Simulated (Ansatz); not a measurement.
An input for Ansatz 0.2.0 (V):

Contents of input.yaml:

```yaml
crystal:
  lattice: { a: 2.90235466, b: 2.90235466, c: 2.90235466, alpha: 90.0, beta: 90.0, gamma: 90.0 }
  space_group: 229
  setting: { hermann_mauguin: Im-3m }
  reduce_to_primitive: true
  atoms:
    - { symbol: V, position: [0.0, 0.0, 0.0] }
kpoints:
  mp_grid: { grid: [12, 12, 12] }
scf:
  occupations: { method: tetrahedron }
hamiltonian:
  xc: r2scan
  dispersion: rvv10
  pseudopotentials: { kind: all_electron, datasets: crystal }
  hubbard:
    sites: [{ species: V, l: d, u_eff: 7 }]
    double_counting: fll
    projectors: augmentation-sphere
output:
  forces: true
  stress: true
  eigenvalues: true
```

Potentials or basis: all-electron PAW datasets made for the crystal.

Run with:

```sh
$ ansatz run input.yaml --threads 2 --pin off --max-ram 6144MiB --backend cpu --events-out ev --progress --plain --runs-dir out
```

Q: How does this run end?

A: The run stopped without a result. It printed:

Output:

```text
Error: hamiltonian.pseudopotentials.datasets: crystal, beside a feature not held to (hamiltonian.dispersion: rvv10; scf.occupations.method: tetrahedron|tetrahedron_uncorrected; scf.occupations.method: tetrahedron, beside hamiltonian.hubbard) — the datasets of this kind: all_electron run are made for its crystal, and no such run has been held to what stands beside, or a reason given rules it out; change each as told or leave it out, or set another kind (and leave the keys of all_electron out)
```
